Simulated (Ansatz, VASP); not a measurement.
P in VASP and in Ansatz

```
P
1.0
     1.70240    0.98288    3.08738
    -1.70240    0.98288    3.08738
     0.00000   -1.96576    3.08738
P
2
Direct
  0.77292 0.77292 0.77292
  0.22708 0.22708 0.22708
```

Change from the starting cell: volume scaled by 0.96.

Alike in both runs: task single point; functional LDA; k mesh 9 × 9 × 9; occupations fermi-dirac, width 0.05 eV; no spin polarisation.

|  | VASP | Ansatz |
| --- | --- | --- |
| version | VASP 6.6.1 | Ansatz 0.2.0 |
| potentials or method | VASP PAW LDA potentials, release 64 (P), cutoff 520 eV | all-electron LAPW, scalar-relativistic |

Ansatz gave:

- gap on the k mesh at the Fermi level (eV): none
- pressure (GPa): 0.7
- largest component of the traceless stress (GPa): 1.90
- rms of the force components (eV/Å): 0.250

Task: Estimate VASP's values.

Result: gap on the k mesh at the Fermi level (eV): none; pressure (GPa): 0.4; largest component of the traceless stress (GPa): 1.78; rms of the force components (eV/Å): 0.228.

Atom by atom the forces differ by 0.022 eV/Å (rms over components). A gap of «none» marks a metal or a gap that the smearing closes. Ansatz ran all-electron here, so the differences hold the error of VASP's frozen core and of both bases.
